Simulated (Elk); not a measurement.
An Elk run on Er with settings drawn from a wide range, so not all are converged; totals and levels move with the basis, and no second program has checked them. Method: DFT, LDA (Perdew-Zunger), all-electron APW+lo, Dirac cores, scalar-relativistic bands (Elk 11.2.3 with local patches). Elk's input is in atomic units.

Command: `OMP_NUM_THREADS=1 elk` The run took 0.03 s on 1 thread of Arm Neoverse N1, with other jobs on the host, peak memory 0.04 GiB.

```
tasks
  0
  110
  115
  15
  10

xctype
  2

rgkmax
  9

gmaxvr
  14

lmaxapw
  6

lmaxo
  6

lmaxi
  4

nrmtscf
  2

nempty
  4

epspot
  1e-07

epsengy
  1e-05

maxscl
  100

swidth
  0.008

stype
  3

lradstp
  2

mixtype
  3

hmaxvr
  4

nxoapwlo
  1

reducebf
  0.5

spinpol
  .true.

tforce
  .false.

sppath
  './'

avec
  -3.78694869526 3.78694869526 3.78694869526
  3.78694869526 -3.78694869526 3.78694869526
  3.78694869526 3.78694869526 -3.78694869526

atoms
  1
  'Er.in'
  1
  0.000000000000 0.000000000000 0.000000000000   0.000 0.000 -0.500

ngridk
  6 6 6

wplot
  120 100 1
  -0.55 0.3
```

Muffin-tin radii in the species files: Er 2.38 bohr.

Structure from Materials Project entry mp-10753 (possibly hypothetical), not relaxed further. The listed cell was then made from it by scaling, straining or moving an atom.

What does the run give?

It refused before any iteration.
```
Error(init0): requested spin-polarised run with spin-unpolarised
 exchange-correlation functional
```
